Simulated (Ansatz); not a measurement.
The system is MoS2.

```
CELL_PARAMETERS angstrom
3.16900 0.00000 0.00000
-1.58450 2.74443 0.00000
0.00000 0.00000 12.32400
ATOMIC_POSITIONS crystal
Mo 0.66667 0.33333 0.75000
Mo 0.33333 0.66667 0.25000
S 0.66667 0.33333 0.37700
S 0.33333 0.66667 0.87700
S 0.66667 0.33333 0.12300
S 0.33333 0.66667 0.62300
```

Base run:

```yaml
Program: Ansatz 0.2.0
Functional: LDA
Potentials_or_basis: Ansatz PAW
Cutoff: "420 eV (not typed: the program's choice for these potentials)"
k_mesh: 7 × 7 × 3
Occupations: fermi-dirac, width 0.05 eV
Spin: spin-orbit coupling, no magnetisation
```

Its results: band gap on the k mesh 0.92 eV, indirect (least direct gap 2.01 eV); pressure -5.7 GPa; largest force 0.480 eV/Å.

**Question.** The run is repeated on the same cell with these changes: functional from LDA to r2SCAN; cutoff from 420 eV (not typed: the program's choice for these potentials) to 500 eV (not typed: the program's choice for these potentials). What comes out?

**Answer.** Band gap on the k mesh 1.09 eV, indirect (least direct gap 2.14 eV); pressure 0.8 GPa; largest force 0.242 eV/Å.

r2SCAN gives the wider gap, since meta-GGAs in the generalised Kohn-Sham scheme recover part of the derivative discontinuity.

Caveats: the k mesh misses the band edges, so the gap on the mesh is wider than the one along the path; the PAW data sets come from PBE, with cores solved anew for the run's functional, which leaves a small shift of forces and pressure.
